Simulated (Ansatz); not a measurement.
## Ge under changes of volume

One of the cells (19.014 Å³/atom); the others are scaled copies at fixed shape and fractional positions:

```
Ge
1.0
    -2.49590    2.65086    1.43695
     2.49590   -2.65086    1.43695
     2.49590    2.65086   -1.43695
Ge
2
Direct
  0.31406 0.06406 0.25000
  0.68594 0.93594 0.75000
```

This isn't the form of Ge at room conditions, which is diamond.

```yaml
Program: Ansatz 0.2.0
Functional: PBEsol
Potentials_or_basis: all-electron LAPW, scalar-relativistic
Cutoff: 274 eV (chosen from the basis error)
Basis_error_allowed: 0.0005 eV/atom
k_mesh: 11 × 11 × 11
Occupations: fermi-dirac, width 0.05 eV
Spin: no spin polarisation
```

```csv
volume (Å³/atom),energy over the lowest point (meV/atom),pressure (GPa),largest force (eV/Å)
17.874,?,?,?
18.254,0.00,0.6,0.054
18.634,0.59,-1.0,0.057
19.014,4.84,-2.5,0.059
19.395,12.30,-3.7,0.061
19.775,22.59,-4.8,0.061
20.155,35.36,-5.8,0.061
```

Q: What does the run at 17.874 Å³/atom give?

A: Energy over the lowest point 3.52 meV/atom; pressure 2.4 GPa; largest force 0.050 eV/Å.

Worked out: A Birch-Murnaghan fit of order 3 (a polynomial in V^(-2/3)) to the other rows has its minimum at 18.38 Å³/atom with B0 = V·E''(V) = 81 GPa and B' = 5.1 at fixed shape and positions, which overstates the stiffness. It gives 3.54 meV/atom at 17.874 Å³/atom, against the run's 3.52, and -dE/dV = 2.4 GPa, against 2.4.

Energies are extrapolated to zero smearing.
